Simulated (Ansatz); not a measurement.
## InP and a variant

Base: an entry of the Crystallography Open Database (COD), whose atoms a relaxation with PBE at fixed cell left in place.

```yaml
crystal:
  lattice:
    - [0.00000, 2.93435, 2.93435]
    - [2.93435, 0.00000, 2.93435]
    - [2.93435, 2.93435, 0.00000]
  atoms:
    - { symbol: In, position: [0.00000, 0.00000, 0.00000] }
    - { symbol: P, position: [0.25000, 0.25000, 0.25000] }
```

Atoms are numbered from 1 in the order listed; like atoms form one site, named after its first atom.

Level of theory: DFT, PBE, plane waves and PAW, scalar-relativistic, 420 eV cutoff, Γ-centred 13×13×13 k-points, Fermi–Dirac smearing 0.02 eV (Ansatz 0.2.0).

Question: Variant: z stretched by 2 %, ions relaxed. What happens to the gradients (10²¹ V/m²)?

Answer: 

| site | atoms | V_zz base | η base | V_zz variant | η variant |
| --- | --- | --- | --- | --- | --- |
| In | 1 | 0.00 | – | -0.77 | 0.00 |
| P | 2 | 0.00 | – | 0.26 | 0.00 |

The largest change of V_zz is on In, from 0.00 to -0.77.

For the variant: Without spin–orbit coupling (the program notes it for In) the gradients can shift somewhat, as the gap is small.
